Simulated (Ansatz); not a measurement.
# V: one cell, many SCF starts

Aim: see which self-consistent states V reaches from different starts at one fixed geometry, and which of them is lowest. The cell (2 atoms) is V in the deposited crystal structure (space group Im-3m, primitive cell doubled). Source: COD entry 4001364; the sample's temperature and pressure aren't taken into account.

Program: Ansatz 0.2.0. Level of theory: DFT PBE, PAW, plane waves, scalar-relativistic. These are calculated values, not measurements.

**1. Starting point**

It takes space group Im-3m (No. 229, cubic). Conventional cell: a = 3.027 Å, b = 3.027 Å, c = 3.027 Å, α = 90.00°, β = 90.00°, γ = 90.00°. V (site symmetry m-3m) has 8 V at 2.62 Å as nearest neighbours.

Structure file:

```cif
data_structure
_symmetry_space_group_name_H-M 'Im-3m'
_symmetry_Int_Tables_number 229
_cell_length_a 3.0267
_cell_length_b 3.0267
_cell_length_c 3.0267
_cell_angle_alpha 90.000
_cell_angle_beta 90.000
_cell_angle_gamma 90.000
_cell_volume 27.73
loop_
_atom_site_label
_atom_site_type_symbol
_atom_site_symmetry_multiplicity
_atom_site_Wyckoff_symbol
_atom_site_fract_x
_atom_site_fract_y
_atom_site_fract_z
_atom_site_occupancy
V1 V 2 a 0.00000 0.00000 0.00000 1
```

Atoms are counted from 1 in the order of input.yaml (V2 and so on).

First come: parallel moments, plain SCF; opposed moments +-, plain SCF; no spin polarisation; spin on, no moments given (the program may seed its own), plain SCF. Further starts follow from what these give.

A plain SCF has the search for lower states switched off and ends at the first converged state. Ends within 0.2 meV/atom and 0.1 μB count as one state.

The total moment includes the space between the atomic spheres.

**2. Parallel moments, plain SCF**

input.yaml reads:

```yaml
crystal:
  lattice:
    - [3.0267, 0.0, 0.0]
    - [0.0, 3.0267, 0.0]
    - [0.0, 0.0, 3.0267]
  atoms:
    - { symbol: V, position: [0.0, 0.0, 0.0], spin: 2.0 }
    - { symbol: V, position: [0.5, 0.5, 0.5], spin: 2.0 }
magnetization:
  spin_polarized: true
hamiltonian:
  xc: pbe
  pseudopotentials: { kind: paw }
basis:
  ecutwfc: 420
kpoints:
  mp_grid: { grid: [9, 9, 9] }
scf:
  occupations: { method: fermi_dirac, width: 0.1 }
  lower_state_search: "off"
output:
  forces: true
  stress: true
```

Command:

```console
$ ansatz run input.yaml --threads 2 --pin off --max-ram 5120MiB --backend cpu --events-out ev --progress --plain --runs-dir out
```

The program printed (excerpt; [...] marks lines left out):

```text
[...]
Pseudopotentials: kind: paw
Pseudopotential: V, paw, valence charge 13, recommended cutoff 420 eV (normal), V.paw.azcp
Functional definition: PBE
[...]
Crystal: 2 atoms, lattice volume = 27.727 Å³
Basis set: ecut = 420 eV, 515 PW (Γ), exchange–correlation on 48×48×48 points (8 copies of the dense FFT grid, shifted against one another)
Bands: 19, of which v1, the nominal top of the filled ones, is band 13 counted from 1 (12 counted from 0)
Symmetry: 96 space group operations
Space group: Im-3m (ITA 229), of the structure as read, at distance tolerance 3.0e-5 Å
Magnetic group: BNS 229.140 (UNI 1642), of the structure as read, at distance tolerance 3.0e-5 Å
k-points: 35 of 729
[...]
Starting moments: Σ|m| = 4 μB on 2 of 2 sites
[...]
SCF iter   1: F=—  HF=-5824.405216 eV  |F-HF|=—  |Δ(HF+E_count)|=         —  Δρ=1.49e-1 (↑1.49e-1 ↓7.71e-2)  dr2=1.71e0  dr2_m=3.13e0  M=1.692 μB ∫|m|=1.692 μB  β_m=0.30  ethr=3.10e-3  ⟨swp⟩=3.8  Hψ=4785  notcnv=0
[...]
spin-set hold released at iteration 8 (site moments contracting): the magnetisation degrees of freedom join the quasi-Newton model from the next iteration; the mixer history was flushed
[...]
SCF iter  17: F=-5824.863684 eV  HF=-5824.863684 eV  |F-HF|=2.73e-12  |Δ(HF+E_count)|=  8.41e-10  Δρ=3.23e-7 (↑1.78e-7 ↓3.23e-7)  dr2=1.25e-11  dr2_m=1.29e-11  M=0.000 μB ∫|m|=0.000 μB  ethr=1.00e-12  ⟨swp⟩=1.0  Hψ=3855  notcnv=0
WARN: the starting moments were not kept: the SCF closed with an absolute magnetisation of 2.0e-5 μB, where they sum to 4 μB in size (2 sites). That is at most 0.1 of that sum. Measured as dr2_m measures the in/out step, that magnetisation stands 1.0e-10 eV from none, at or under the [...]
SCF converged after 17 iterations
Magnetization: 0.0000 μB (13.0000 up, 13.0000 down)
Absolute magnetization: 0.0000 μB (∫|ρ↑−ρ↓|, with the PAW one-centre terms)
Spin contamination: 0.0000 ħ² per cell (⟨S²⟩ above its minimum at these occupations)
Per-site moments (μB) at R_I (Å): [(7.990011777928193e-6, 1.0812446244741738), (7.99001177792537e-6, 1.0812446244741738)]
Free energy (F): -5824.863684 eV
[...]
E sigma→0 (E₀):  -5824.801753 eV
Entropy (-TS):   -0.123862 eV (-61.931 meV/atom)
Fermi energy:    16.011972 eV
[...]
--- Forces (eV/Å), atoms counted from 1 ---
  atom   1  V      0.00000000     0.00000000    -0.00000000
  atom   2  V      0.00000000     0.00000000    -0.00000000
[...]
--- Stress (GPa, compression-positive) ---
       -4.816009       0.000000       0.000000
       -0.000000      -4.816009      -0.000000
        0.000000       0.000000      -4.816009
  P = ⅓ Tr σ = -4.8160 GPa (-48.160 kbar)
```

Wall time 1.6 s (2 threads of Intel Xeon Platinum 8488C (Sapphire Rapids), shared host); peak memory 0.35 GiB.

Result: non-magnetic, no gap on the k-mesh.

**3. Opposed moments +-, plain SCF**

Changes to input.yaml since step 2:

```diff
@@ -7,3 +7,3 @@
     - { symbol: V, position: [0.0, 0.0, 0.0], spin: 2.0 }
-    - { symbol: V, position: [0.5, 0.5, 0.5], spin: 2.0 }
+    - { symbol: V, position: [0.5, 0.5, 0.5], spin: -2.0 }
 magnetization:
```

Command:

```console
$ ansatz run input.yaml --threads 2 --pin off --max-ram 5120MiB --backend cpu --events-out ev --progress --plain --runs-dir out
```

The program printed (excerpt; [...] marks lines left out):

```text
[... 11 lines as in an earlier run ...]
Symmetry: 48 space group operations
Space group: Pm-3m (ITA 221), of the structure as read, at distance tolerance 3.0e-5 Å
Magnetic group: BNS 221.97 (UNI 1599), of the structure as read, at distance tolerance 3.0e-5 Å
[... 5 lines as in an earlier run ...]
Starting moments: Σ|m| = 4 μB on 2 of 2 sites
Starting magnetic order: antiferromagnet; a translation exchanges its spin sublattices: spin-degenerate at every k-point
[... 2 lines as in an earlier run ...]
spin-down is spin-up translated by (0.5, 0.5, 0.5): one eigenproblem is solved per k-point and the antiferromagnetic symmetry of the starting moments is kept exactly by this SCF (crystal.symmetry.spin_inversion_symmetry: false solves both channels; [...]
SCF iter   1: F=—  HF=-5824.614179 eV  |F-HF|=—  |Δ(HF+E_count)|=         —  Δρ=1.01e-1 (↑1.01e-1 ↓1.01e-1)  dr2=1.52e0  dr2_m=2.19e0  M=0.000 μB ∫|m|=1.872 μB  β_m=0.30  ethr=3.10e-3  ⟨swp⟩=4.0  Hψ=2436  notcnv=0  defer=1
[...]
SCF iter  19: F=-5824.863684 eV  HF=-5824.863684 eV  |F-HF|=5.46e-12  |Δ(HF+E_count)|=  4.87e-10  Δρ=1.79e-7 (↑1.79e-7 ↓1.79e-7)  dr2=9.19e-12  dr2_m=5.44e-12  M=0.000 μB ∫|m|=0.000 μB  ethr=1.79e-12  ⟨swp⟩=1.0  Hψ=1898  notcnv=0
WARN: the starting moments were not kept: the SCF closed with an absolute magnetisation of 7.2e-6 μB, where they sum to 4 μB in size (2 sites). That is at most 0.1 of that sum. Measured as dr2_m measures the in/out step, that magnetisation stands 2.0e-11 eV from none, at or under the [...]
SCF converged after 19 iterations
Magnetization: 0.0000 μB (13.0000 up, 13.0000 down)
Absolute magnetization: 0.0000 μB (∫|ρ↑−ρ↓|, with the PAW one-centre terms)
Spin contamination: 0.0000 ħ² per cell (⟨S²⟩ above its minimum at these occupations)
Per-site moments (μB) at R_I (Å): [(-3.338612314608826e-6, 1.0812446244741738), (3.338612314608826e-6, 1.0812446244741738)]
Free energy (F): -5824.863684 eV
[...]
E sigma→0 (E₀):  -5824.801753 eV
Entropy (-TS):   -0.123862 eV (-61.931 meV/atom)
Fermi energy:    16.011975 eV
[... 24 lines left out: energy terms, forces, stress ...]
```

Run time: 1.2 s. Hardware: 2 threads of Intel Xeon Platinum 8488C (Sapphire Rapids), shared host; peak memory 0.35 GiB.

The run ends in the same state as step 2 (non-magnetic); it took 19 iterations.

**4. No spin polarisation**

Changes to input.yaml since step 3:

```diff
@@ -6,6 +6,4 @@
   atoms:
-    - { symbol: V, position: [0.0, 0.0, 0.0], spin: 2.0 }
-    - { symbol: V, position: [0.5, 0.5, 0.5], spin: -2.0 }
-magnetization:
-  spin_polarized: true
+    - { symbol: V, position: [0.0, 0.0, 0.0] }
+    - { symbol: V, position: [0.5, 0.5, 0.5] }
 hamiltonian:
```

Command:

```console
$ ansatz run input.yaml --threads 2 --pin off --max-ram 5120MiB --backend cpu --events-out ev --progress --plain --runs-dir out
```

The program printed (excerpt; [...] marks lines left out):

```text
[... 10 lines as in an earlier run ...]
Bands: 17, of which v1, the nominal top of the filled ones, is band 13 counted from 1 (12 counted from 0)
[... 6 lines as in an earlier run ...]
[...]
[... 2 lines as in an earlier run ...]
SCF iter   1: F=—  HF=-5824.863265 eV  |F-HF|=—  |Δ(HF+E_count)|=         —  Δρ=3.72e-3  dr2=1.11e-3  ethr=1.77e-3  ⟨swp⟩=3.7  Hψ=2171  notcnv=0
[...]
SCF iter   6: F=-5824.863684 eV  HF=-5824.863684 eV  |F-HF|=2.97e-9  |Δ(HF+E_count)|=   5.00e-8  Δρ=4.08e-6  dr2=3.57e-9  ethr=3.85e-10  ⟨swp⟩=3.1  Hψ=1671  notcnv=0
[...]
SCF converged after 6 iterations
Free energy (F): -5824.863684 eV
[...]
E sigma→0 (E₀):  -5824.801753 eV
Entropy (-TS):   -0.123862 eV (-61.931 meV/atom)
Fermi energy:    16.012000 eV
[... 24 lines left out: energy terms, forces, stress ...]
```

It took 0.51 s on 2 threads of Intel Xeon Platinum 8488C (Sapphire Rapids), shared host; peak memory 0.35 GiB.

This is the state of step 2 again (non-magnetic), after 6 iterations.

**5. Spin on, no moments given (the program may seed its own), plain SCF**

Changes to input.yaml since step 4:

```diff
@@ -21 +21,3 @@
   stress: true
+magnetization:
+  spin_polarized: true
```

Command:

```console
$ ansatz run input.yaml --threads 2 --pin off --max-ram 5120MiB --backend cpu --events-out ev --progress --plain --runs-dir out
```

The program printed (excerpt; [...] marks lines left out):

```text
band count auto-derived: 20 (N_el = 26.0; filled up to band 13; 17 by the electrons, moments and atoms)
[... 10 lines as in an earlier run ...]
Bands: 20, of which v1, the nominal top of the filled ones, is band 13 counted from 1 (12 counted from 0)
[... 9 lines as in an earlier run ...]
SCF iter   1: F=—  HF=-5825.445871 eV  |F-HF|=—  |Δ(HF+E_count)|=         —  Δρ=4.43e-2 (↑4.43e-2 ↓4.43e-2)  dr2=2.00e0  dr2_m=0.00e0  M=0.000 μB ∫|m|=0.000 μB  β_m=0.30  ethr=3.10e-3  ⟨swp⟩=3.9  Hψ=2548  notcnv=0  defer=5
[...]
SCF iter  12: F=-5824.863684 eV  HF=-5824.863684 eV  |F-HF|=8.73e-11  |Δ(HF+E_count)|=   8.10e-9  Δρ=3.60e-7 (↑3.60e-7 ↓3.60e-7)  dr2=9.47e-11  dr2_m=0.00e0  M=0.000 μB ∫|m|=0.000 μB  ethr=1.52e-10  ⟨swp⟩=1.9  Hψ=1919  notcnv=0
[...]
this state was not tested for a lower state beside it, because too few of the mixer's solves of this state at the end of the SCF gave a reading for the test (the SCF was short, the solves that were read can be of a state that the SCF has left, the mixer's history had been emptied shortly [...]
SCF converged after 12 iterations
Magnetization: 0.0000 μB (13.0000 up, 13.0000 down)
Absolute magnetization: 0.0000 μB (∫|ρ↑−ρ↓|)
Spin contamination: 0.0000 ħ² per cell (⟨S²⟩ above its minimum at these occupations)
Per-site moments (μB) at R_I (Å): [(0.0, 1.0812446244741738), (0.0, 1.0812446244741738)]
Free energy (F): -5824.863684 eV
[...]
E sigma→0 (E₀):  -5824.801753 eV
Entropy (-TS):   -0.123862 eV (-61.931 meV/atom)
Fermi energy:    16.011978 eV
[... 24 lines left out: energy terms, forces, stress ...]
```

Wall time 1.1 s (2 threads of Intel Xeon Platinum 8488C (Sapphire Rapids), shared host); peak memory 0.35 GiB.

Nothing new: the 12 iterations lead to the state found in step 2 (non-magnetic).

**6. Parallel moments scaled by 1.5, plain SCF**

Changes to input.yaml since step 5:

```diff
@@ -6,4 +6,6 @@
   atoms:
-    - { symbol: V, position: [0.0, 0.0, 0.0] }
-    - { symbol: V, position: [0.5, 0.5, 0.5] }
+    - { symbol: V, position: [0.0, 0.0, 0.0], spin: 3.0 }
+    - { symbol: V, position: [0.5, 0.5, 0.5], spin: 3.0 }
+magnetization:
+  spin_polarized: true
 hamiltonian:
@@ -21,3 +23 @@
   stress: true
-magnetization:
-  spin_polarized: true
```

Command:

```console
$ ansatz run input.yaml --threads 2 --pin off --max-ram 5120MiB --backend cpu --events-out ev --progress --plain --runs-dir out
```

The program printed (excerpt; [...] marks lines left out):

```text
[... 19 lines as in an earlier run ...]
Starting moments: Σ|m| = 6 μB on 2 of 2 sites
[... 2 lines as in an earlier run ...]
SCF iter   1: F=—  HF=-5823.360785 eV  |F-HF|=—  |Δ(HF+E_count)|=         —  Δρ=1.76e-1 (↑1.76e-1 ↓1.11e-1)  dr2=1.46e0  dr2_m=5.12e0  M=2.352 μB ∫|m|=2.352 μB  β_m=0.30  ethr=3.10e-3  ⟨swp⟩=3.9  Hψ=5023  notcnv=0
[...]
spin-set hold released at iteration 1 (the charge has settled, or the pull on large starting moments outlasts its swing): the magnetisation degrees of freedom join the quasi-Newton model from the next iteration; the mixer history was flushed
[...]
SCF iter  12: F=-5824.863684 eV  HF=-5824.863684 eV  |F-HF|=1.82e-12  |Δ(HF+E_count)|=  4.67e-10  Δρ=6.04e-8 (↑4.74e-8 ↓6.04e-8)  dr2=5.73e-14  dr2_m=7.31e-13  M=-0.000 μB ∫|m|=0.000 μB  ethr=1.00e-12  ⟨swp⟩=1.0  Hψ=3990  notcnv=0
WARN: the starting moments were not kept: the SCF closed with an absolute magnetisation of 3.2e-6 μB, where they sum to 6 μB in size (2 sites). That is at most 0.1 of that sum. Measured as dr2_m measures the in/out step, that magnetisation stands 3.1e-12 eV from none, at or under the [...]
SCF converged after 12 iterations
Magnetization: -0.0000 μB (13.0000 up, 13.0000 down)
Absolute magnetization: 0.0000 μB (∫|ρ↑−ρ↓|, with the PAW one-centre terms)
Spin contamination: 0.0000 ħ² per cell (⟨S²⟩ above its minimum at these occupations)
Per-site moments (μB) at R_I (Å): [(-1.3518117413594643e-6, 1.0812446244741738), (-1.35181174132176e-6, 1.0812446244741738)]
Free energy (F): -5824.863684 eV
[...]
E sigma→0 (E₀):  -5824.801753 eV
Entropy (-TS):   -0.123862 eV (-61.931 meV/atom)
Fermi energy:    16.011973 eV
[... 24 lines left out: energy terms, forces, stress ...]
```

Run time: 1.3 s. Hardware: 2 threads of Intel Xeon Platinum 8488C (Sapphire Rapids), shared host; peak memory 0.35 GiB.

Nothing new: the 12 iterations lead to the state found in step 2 (non-magnetic).

**7. The runs side by side**

| step | iterations | state | moments of V1 V2 (μB) | total (μB) | gap (eV) | pressure (GPa) | above lowest (meV/atom) |
| --- | --- | --- | --- | --- | --- | --- | --- |
| 2 | 17 | 1 | 0.00 0.00 | 0.00 | none | -4.8 | 0.0 |
| 3 | 19 | 1 | 0.00 0.00 | 0.00 | none | -4.8 | 0.0 |
| 4 | 6 | 1 | 0.00 0.00 | 0.00 | none | -4.8 | 0.0 |
| 5 | 12 | 1 | 0.00 0.00 | 0.00 | none | -4.8 | 0.0 |
| 6 | 12 | 1 | 0.00 0.00 | 0.00 | none | -4.8 | 0.0 |

States are numbered from the lowest. Starts by step: 2 parallel moments, plain SCF; 3 opposed moments +-, plain SCF; 4 no spin polarisation; 5 spin on, no moments given (the program may seed its own), plain SCF; 6 parallel moments scaled by 1.5, plain SCF.

The 5 runs of this session took 5.7 s in all, from 0.51 s to 1.6 s each.

Decimal logarithm of the largest residual (eV) by iteration, counted through all cycles of a run:

| iteration | step 2 | step 3 | step 4 | step 5 | step 6 |
| --- | --- | --- | --- | --- | --- |
| 1 | 0.5 | 0.3 | -3.0 | 0.3 | 0.7 |
| 2 | 0.2 | 0.1 | -3.4 | 0.6 | 0.5 |
| 3 | 0.0 | -0.2 | -5.1 | 0.0 | -0.5 |
| 4 | -0.2 | -0.4 | -5.7 | -0.2 | -1.9 |
| 5 | -0.4 | -0.5 | -6.7 | -0.8 | -2.3 |
| 6 | -0.6 | -0.7 | -8.4 | -1.8 | -3.2 |
| 8 | -1.0 | -0.9 | - | -3.6 | -4.9 |
| 9 | -1.1 | -1.0 | - | -3.2 | -6.5 |
| 11 | -3.0 | -1.2 | - | -7.4 | -9.4 |
| 12 | -2.7 | -1.3 | - | -10.0 | -12.1 |
| 14 | -6.5 | -2.7 | - | - | - |
| 16 | -9.6 | -6.0 | - | - | - |
| 17 | -10.9 | -7.4 | - | - | - |
| 19 | - | -11.0 | - | - | - |

**8. Summary of results**

| quantity | value |
| --- | --- |
| distinct states | 1 from 5 converged runs |
| lowest state | non-magnetic |
| total moment | 0.00 μB per cell |
| gap on the k-mesh | none |
| pressure | -4.8 GPa |
| largest force | 0.000 eV/Å |

**Reading.** 5 runs converged, all to one state. Spin polarisation gains nothing here: every starting moment dies out. These are lowest states among those tried, not proven ground states.
